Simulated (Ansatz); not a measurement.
rocksalt-structured CaO

The computed numbers are results of PBE, scalar-relativistic (no spin polarisation) in the plane-wave PAW code Ansatz at 420 eV, Γ-centred 12×12×12 mesh, 0.05 eV Gaussian smearing. The datasets are Ansatz's generated set soft_2.

```
Ca O
1.0
     0.00000    2.41542    2.41542
     2.41542    0.00000    2.41542
     2.41542    2.41542    0.00000
Ca O
1 1
Direct
  0.50000 0.50000 0.50000
  0.00000 0.00000 0.00000
```

The compound is reported in the structure type of the start.

The cell is relaxed to zero pressure at this level.

Elastic constants come from the stress of slightly strained cells with relaxed atoms, in GPa, Voigt order xx, yy, zz, yz, xz, xy in the Cartesian frame of the vectors above.

(1) Give the elastic tensor.

Answer:

(1) 
```
201  58  58   0   0   0
 58 201  58   0   0   0
 58  58 201   0   0   0
  0   0   0  76   0   0
  0   0   0   0  76   0
  0   0   0   0   0  76
```

**Question.** Is the crystal mechanically stable, and what are its polycrystalline moduli?

**Answer.** Stable against homogeneous strain: the smallest eigenvalue of the tensor is 76 GPa. Hill averages: K = 105 GPa, G = 74 GPa, E = 180 GPa, ν = 0.22.

For a cubic crystal three numbers say it all: C11 = 201.1, C12 = 57.6, C44 = 75.7 GPa. K = (C11 + 2C12)/3 = 105.4 GPa. The two shear moduli are C44 and C′ = (C11 − C12)/2 = 71.8 GPa, so Zener's ratio C44/C′ is 1.06: nearly isotropic. The Cauchy pressure C12 − C44 is -18 GPa; pair forces would make it zero if every atom sat on a centre of inversion, as here, and a negative value is usually read as directional bonding.

The equation of state, an independent route, gives B0 = 105 GPa, against 105 GPa here.

Cost: 10 s on 2 threads of Arm Neoverse V1, on a shared host, peak memory 0.38 GiB.

